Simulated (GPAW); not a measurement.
Crystal: TaSi2.

```
Ta Si
1.0
     4.78390    0.00000    0.00000
    -2.39195    4.14298    0.00000
     0.00000    0.00000    6.57000
Ta Si
3 6
Direct
  0.00000 0.50000 0.33333
  0.50000 0.50000 0.66667
  0.50000 0.00000 0.00000
  0.31794 0.15897 0.33333
  0.15897 0.84103 0.66667
  0.84103 0.68206 0.00000
  0.68206 0.84103 0.33333
  0.84103 0.15897 0.66667
  0.15897 0.31794 0.00000
```

Base run:

```yaml
Program: GPAW 26.7.0
Functional: PBEsol
Potentials_or_basis: PAW data sets generated in the run's folder for this functional
Cutoff: 600 eV
Basis: pw
k_mesh: 5 × 5 × 3
Occupations: fermi-dirac, width 0.05 eV
Spin: no spin polarisation
Hubbard_terms: Ta d U = 5 eV
```

Its results: band gap on the k mesh none (metal or under the smearing width); pressure 4.4 GPa; largest force 0.121 eV/Å.

Q: The run is repeated on the same cell with these changes: hubbard terms from Ta d U = 5 eV to Ta d U = 2 eV. What comes out?

A: Band gap on the k mesh none (metal or under the smearing width); pressure 0.7 GPa; largest force 0.032 eV/Å.

Caveats: U without spin polarisation on a metal has little footing; the U is typed as a test and isn't derived for this compound.

Not every run made on this cell is shown here.
